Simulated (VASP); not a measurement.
# Sb (Im-3m) in VASP: further runs

One crystal, Sb, is run at these levels: PBE, PBEsol; tasks: equation of state.

Program: VASP 6.6.1. These are calculated values, not measurements. Logs are shortened: lines on timing, memory, paths and dates and some standing lists are left out, and cuts for length are marked.

## Step 1: The structure

The structure is cubic, space group Im-3m (No. 229). Conventional cell: a = 3.743 Å, b = 3.743 Å, c = 3.743 Å, α = 90.00°, β = 90.00°, γ = 90.00°. Around Sb (site symmetry m-3m) lie 8 Sb at 3.24 Å.

This isn't the form of Sb at room conditions, which is rhombohedral.

## Step 2: Equation of state, PBE, 24.64 Å³/atom (volume scaled by 0.94)

INCAR

```
SYSTEM = Sb
ALGO = Normal
EDIFF = 1E-7
ENCUT = 520
GGA = PE
ISIF = 2
ISMEAR = -1
LASPH = .True.
LCHARG = .False.
LREAL = .False.
LWAVE = .False.
NBANDS = 8
NELM = 80
PREC = Accurate
SIGMA = 0.05
```

KPOINTS

```
k-points
0
Gamma
  10 10 10
  0 0 0
```

POSCAR

```
Sb
1.0
   -1.8331395369      1.8331395369      1.8331395369
    1.8331395369     -1.8331395369      1.8331395369
    1.8331395369      1.8331395369     -1.8331395369
Sb
1
Direct
    0.0000000000      0.0000000000      0.0000000000
```

Potentials or basis: VASP PAW PBE potentials, release 64 (Sb).

The run is started by

```console
$ cat potpaw_PBE.64/Sb/POTCAR > POTCAR
$ mpirun -np 1 vasp_std > vasp.out
```

OUTCAR:

```text
SYSTEM = Sb
   EDIFF = 1E-7
   ENCUT = 520
   GGA = PE
   ISIF = 2
   ISMEAR = -1
   LASPH = .True.
   LREAL = .False.
   NELM = 80
   PREC = Accurate

 Found     47 irreducible k-points:

 Following reciprocal coordinates:
            Coordinates               Weight
  0.000000  0.000000  0.000000      1.000000
  0.100000  0.000000  0.000000     12.000000
  0.200000  0.000000  0.000000     12.000000
  0.300000  0.000000  0.000000     12.000000
  0.400000  0.000000  0.000000     12.000000
  0.500000  0.000000  0.000000      6.000000
   k-points           NKPTS =     47   k-points in BZ     NKDIM =     47   number of bands    NBANDS=      8
   number of dos      NEDOS =    301   number of ions     NIONS =      1
   total plane-waves  NPLWV =  13824
   dimension x,y,z NGX =    24 NGY =   24 NGZ =   24
   dimension x,y,z NGXF=    48 NGYF=   48 NGZF=   48
   ions per type =               1
   NGX,Y,Z   is equivalent  to a cutoff of  12.57, 12.57, 12.57 a.u.
   NGXF,Y,Z  is equivalent  to a cutoff of  25.13, 25.13, 25.13 a.u.
 SYSTEM =  Sb
   PREC   = accura    normal or accurate (medium, high low for compatibility)
   ISTART =      0    job   : 0-new  1-cont  2-samecut
   ICHARG =      2    charge: 1-file 2-atom 10-const
   ISPIN  =      1    spin polarized calculation?
   LNONCOLLINEAR =      F non collinear calculations
   LSORBIT =      F    spin-orbit coupling
   LASPH  =      T    aspherical Exc in radial PAW
   ENCUT  =  520.0 eV  38.22 Ry    6.18 a.u.   5.90  5.90  5.90*2*pi/ulx,y,z
   NELM   =     80;   NELMIN=  2; NELMDL= -5     # of ELM steps
   EDIFF  = 0.1E-06   stopping-criterion for ELM
   LREAL  =      F    real-space projection
   EDIFFG = 0.1E-05   stopping-criterion for IOM
   NSW    =      0    number of steps for IOM
   IBRION =     -1    ionic relax: 0-MD 1-quasi-New 2-CG
   NFREE  =      0    steps in history (QN), initial steepest desc. (CG)
   ISIF   =      2    stress and relaxation
   ISYM   =      2    0-nonsym 1-usesym 2-fastsym
   POTIM  = 0.5000    time-step for ionic-motion
   TEBEG  =    0.0;   TEEND  =   0.0 temperature during run
   PSTRESS=    0.0 pullay stress
   NELECT =       5.0000    total number of electrons
   NUPDOWN=      -1.0000    fix difference up-down
   EMIN   =  10.00;   EMAX   =-10.00  energy-range for DOS
   EFERMI =   0.00;   METHOD = LEGACY
   ISMEAR =    -1;   SIGMA  =   0.05  broadening in eV -4-tet -1-fermi 0-gaus
   EFERMI_NEDOS =   21; number of points for ismear=-14 and -15
   IALGO  =     38    algorithm
   IMIX   =      4    mixing-type and parameters
     AMIX     =   0.40;   BMIX     =  1.00
     AMIX_MAG =   1.60;   BMIX_MAG =  1.00
  volume/ion in A,a.u.               =      24.64       166.28
  Fermi-wavevector in a.u.,A,eV,Ry     =   0.962017  1.817948 12.591869  0.925476
  Thomas-Fermi vector in A             =   2.091439
   LORBIT       =      0    0 simple, 1 ext, 2 COOP (PROOUT), +10 PAW based schemes
   GGA     = PE    functional components
[... 5 lines left out ...]
 non-spin polarized calculation
  energy-cutoff  :      520.00
  volume of cell :       24.64
 maximum number of plane-waves:       682
   NGX = 11   NGY = 11   NGZ = 11

 number of electron       5.0000001 magnetization

 Free energy of the ion-electron system (eV)
  ---------------------------------------------------
  ext. energy  EPLUGINS =         0.00000000
  ---------------------------------------------------
  free energy    TOTEN  =        -3.83691942 eV

  energy without entropy =       -3.82763243  energy(sigma->0) =       -3.83227593

 E-fermi :   9.6525     XC(G=0): -10.6201

 val. band max:        9.6445327338   @ k =   0.3000   0.1000   0.1000
 cond. band min:       9.6595466179   @ k =  -0.4000   0.4000   0.3000
 fundamental gap:      0.0150138841
 Fermi energy:         9.6525143400

 k-point     1 :       0.0000    0.0000    0.0000
  band No.  band energies     occupation
      1      -3.9120      2.00000
      2      15.8829      0.00000
      3      15.8829      0.00000
      4      15.8829      0.00000
      5      20.5566      0.00000
      6      20.5566      0.00000
      7      20.5566      0.00000
      8      21.5230      0.00000

 k-point     2 :       0.1000    0.0000    0.0000
  band No.  band energies     occupation
      1      -3.6842      2.00000
      2      14.1847      0.00000
      3      15.1179      0.00000
      4      15.6525      0.00000
      5      19.3216      0.00000
      6      19.3963      0.00000
      7      20.9360      0.00000
      8      21.5372      0.00000

 k-point     3 :       0.2000    0.0000    0.0000
  band No.  band energies     occupation
      1      -3.0037      2.00000
      2      11.0181      0.00000
      3      13.7639      0.00000
      4      15.0508      0.00000
      5      18.0047      0.00000
      6      18.2146      0.00000
      7      20.9418      0.00000
      8      22.0898      0.00000

 k-point     4 :       0.3000    0.0000    0.0000
  band No.  band energies     occupation
      1      -1.8866      2.00000
      2       7.8269      2.00000
      3      12.5850      0.00000
      4      14.3661      0.00000
      5      17.1020      0.00000
      6      17.3668      0.00000
      7      21.7019      0.00000
      8      22.8866      0.00000

 k-point     5 :       0.4000    0.0000    0.0000
  band No.  band energies     occupation
      1      -0.4150      2.00000
      2       5.0430      2.00000
      3      11.8186      0.00000
      4      13.8684      0.00000
      5      16.5769      0.00000
      6      16.8601      0.00000
      7      22.9475      0.00000
      8      23.9842      0.00000

 k-point     6 :       0.5000    0.0000    0.0000
  band No.  band energies     occupation
      1       0.6876      2.00000
      2       3.4942      2.00000
      3      11.5546      0.00000
      4      13.6904      0.00000
      5      16.4049      0.00000
      6      16.6916      0.00000
      7      24.0282      0.00000
      8      25.3861      0.00000

 [... further k-points ...]

------------------------ aborting loop because EDIFF is reached ----------------------------------------

  FORCE on cell =-STRESS in cart. coord.  units (eV):
  Direction    XX          YY          ZZ          XY          YZ          ZX
  --------------------------------------------------------------------------------------
  -------------------------------------------------------------------------------------
  Total        1.2487462      1.2487462      1.2487462      0.0000000      0.0000000      0.0000000
  in kB       81.1966644     81.1966644     81.1966644      0.0000000      0.0000000      0.0000000
  external PRESSURE =      81.1966644 kB  Pullay stress =       0.0000000 kB

 VOLUME and BASIS-vectors are now :
 -----------------------------------------------------------------------------
  energy-cutoff  :      520.00
  volume of cell :       24.64
      direct lattice vectors                 reciprocal lattice vectors
    -1.833139537  1.833139537  1.833139537     0.000000000  0.272756105  0.272756105
     1.833139537 -1.833139537  1.833139537     0.272756105  0.000000000  0.272756105
     1.833139537  1.833139537 -1.833139537     0.272756105  0.272756105  0.000000000

 POSITION                                       TOTAL-FORCE (eV/Angst)
 -----------------------------------------------------------------------------------
      0.00000      0.00000      0.00000         0.000000      0.000000     -0.000000
 -----------------------------------------------------------------------------------
    total drift:                                0.000000      0.000000     -0.000000

  FREE ENERGIE OF THE ION-ELECTRON SYSTEM (eV)
  ---------------------------------------------------
  free  energy   TOTEN  =        -3.8369194234 eV

  energy  without entropy=       -3.8276324283  energy(sigma->0) =       -3.83227593
```

Wall time 4.2 s (1 thread of Intel Xeon 6975P-C (Granite Rapids), shared host); peak memory 0.13 GiB.

What came out:

```
Free energy            : -3.8369 eV
Pressure               : 8.1 GPa
Band gap on the k mesh : none (metal or under the smearing width)
```

## Step 3: Equation of state, PBE, 25.16 Å³/atom (volume scaled by 0.96)

INCAR

```
SYSTEM = Sb
PREC     = Accurate       ! precision mode
ENCUT    = 520            ! plane-wave cutoff, eV
EDIFF    = 1E-7           ! SCF threshold, eV
ISMEAR   = -1             ! smearing method
SIGMA    = 0.05           ! smearing width, eV
LREAL    = .FALSE.        ! projectors in reciprocal space
LASPH    = .TRUE.         ! aspherical terms in the spheres
NELM     = 60             ! most SCF steps
ALGO     = Normal         ! electronic algorithm
ISIF     = 2              ! what is computed and relaxed
LWAVE    = .FALSE.        ! write WAVECAR
LCHARG   = .FALSE.        ! write CHGCAR
GGA      = PE             ! functional
NBANDS   = 8              ! bands
```

KPOINTS

```
regular mesh
0
G
  10 10 10
  0 0 0
```

POSCAR

```
Sb
1.0
   -1.8460493956      1.8460493956      1.8460493956
    1.8460493956     -1.8460493956      1.8460493956
    1.8460493956      1.8460493956     -1.8460493956
Sb
1
Direct
    0.0000000000      0.0000000000      0.0000000000
```

Potentials or basis: VASP PAW PBE potentials, release 64 (Sb).

The run is started by

```console
$ cat potpaw_PBE.64/Sb/POTCAR > POTCAR
$ mpirun -np 1 vasp_std > vasp.out
```

Run time: 4.1 s. Hardware: 1 thread of Intel Xeon 6975P-C (Granite Rapids), shared host; peak memory 0.13 GiB.

The run converged. Its results:

| Property | Result |
| --- | --- |
| Free energy | -3.8604 eV |
| Pressure | 6.3 GPa |
| Band gap on the k mesh | none (metal or under the smearing width) |

[end of part 1 of 2]
